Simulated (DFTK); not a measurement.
## In under changes of volume

One of the cells (26.144 Å³/atom); the others are scaled copies at fixed shape and fractional positions:

```xyz
1
Lattice="-1.6255 1.6255 2.4737 1.6255 -1.6255 2.4737 1.6255 1.6255 -2.4737" Properties=species:S:1:pos:R:3 pbc="T T T"
In    0.0000    0.0000    0.0000
```

```yaml
Program: DFTK 0.8.2
Functional: PBE
Potentials_or_basis: SPMS 1.0 (PBE)
Cutoff: 1225 eV
k_mesh: 6 × 6 × 6
Occupations: fermi-dirac, width 0.05 eV
Spin: no spin polarisation
```

| volume (Å³/atom) | energy over the lowest point (meV/atom) | pressure (GPa) |
| --- | --- | --- |
| 24.575 | ? | ? |
| 25.098 | 22.07 | 3.5 |
| 25.621 | 12.29 | 2.5 |
| 26.144 | 5.52 | 1.6 |
| 26.666 | 1.50 | 0.8 |
| 27.189 | 0.00 | 0.0 |

Task: What does the run at 24.575 Å³/atom give?

Result: Energy over the lowest point 35.22 meV/atom; pressure 4.7 GPa.

Worked out: A Birch-Murnaghan fit of order 3 (a polynomial in V^(-2/3)) to the other rows has its minimum at 27.26 Å³/atom, just outside them, with B0 = V·E''(V) = 37 GPa and B' = 3.5 at fixed shape and positions, which overstates the stiffness. It gives 35.13 meV/atom at 24.575 Å³/atom, against the run's 35.22, and -dE/dV = 4.5 GPa, against 4.7.

Energies are extrapolated to zero smearing.

Caveats: all runs use coarse meshes.
